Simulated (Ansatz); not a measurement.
Start from InN in the wurtzite structure (space group P6_3mc, No. 186; a = 3.5475 Å, c = 5.7226 Å). Axes: x lies along a and z along c of the hexagonal cell.

All numbers come from Kohn–Sham DFT with the r2SCAN functional, run in Ansatz (an electronic-structure program) with PAW and 500 eV plane waves, without spin-orbit coupling.

Modification: tensile biaxial strain of 1.18 % in the plane normal to [001], as in epitaxy on a mismatched substrate; the out-of-plane cell vector and the atoms relax.

**Question.** Predict the new out-of-plane strain.

**Answer.** The out-of-plane strain comes out as -0.95 %.

No phonon test of stability was made.
